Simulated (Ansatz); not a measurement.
# CuO: the cost of one run

Method: DFT PBE, PAW, plane waves, scalar-relativistic, in Ansatz 0.2.0.

### Step 1. The starting structure

The structure is monoclinic, space group Cc (No. 9). The conventional cell has a = 4.693 Å, b = 3.428 Å, c = 5.137 Å, α = 90.00°, β = 99.55°, γ = 90.00°. Cu (site symmetry 1) has 4 O at 1.89 to 2.04 Å as nearest neighbours. O (site symmetry 1) is surrounded by 4 Cu at 1.89 to 2.04 Å.

As a file:

```
Cu O
1.0
     2.34635   -1.71415    0.00000
     2.34635    1.71415    0.00000
    -0.85192    0.00000    5.06587
Cu O
2 2
Direct
  0.00330 0.49670 0.00000
  0.49670 0.00330 0.50000
  0.57190 0.40730 0.26020
  0.40730 0.57190 0.76020
```

Labels such as O4 number the atoms in the order of the input file.

The first starts: parallel moments, plain SCF; opposed moments +-, plain SCF; no spin polarisation; spin on, no moments given (the program may seed its own), plain SCF. Further starts follow from what these give.

“Plain SCF” means no search for lower states. Ends within 0.2 meV/atom and 0.1 μB count as one state.

Moments by site are taken inside atomic spheres; the rest lies between them.

### Step 2. Parallel moments, plain SCF

The input, input.yaml:

```yaml
crystal:
  lattice:
    - [2.34635, -1.71415, 0.0]
    - [2.34635, 1.71415, 0.0]
    - [-0.85192, 0.0, 5.06587]
  atoms:
    - { symbol: Cu, position: [0.0033, 0.4967, 0.0], spin: 1.0 }
    - { symbol: Cu, position: [0.4967, 0.0033, 0.5], spin: 1.0 }
    - { symbol: O, position: [0.5719, 0.4073, 0.2602] }
    - { symbol: O, position: [0.4073, 0.5719, 0.7602] }
magnetization:
  spin_polarized: true
hamiltonian:
  xc: pbe
  pseudopotentials: { kind: paw }
basis:
  ecutwfc: 420
kpoints:
  mp_grid: { grid: [7, 7, 4] }
scf:
  occupations: { method: fermi_dirac, width: 0.02 }
  lower_state_search: "off"
output:
  forces: true
  stress: true
```

Q: Estimate wall time and peak memory on 2 threads of an Arm CPU, shared host.

About 15 s, with a peak of 0.36 GiB.
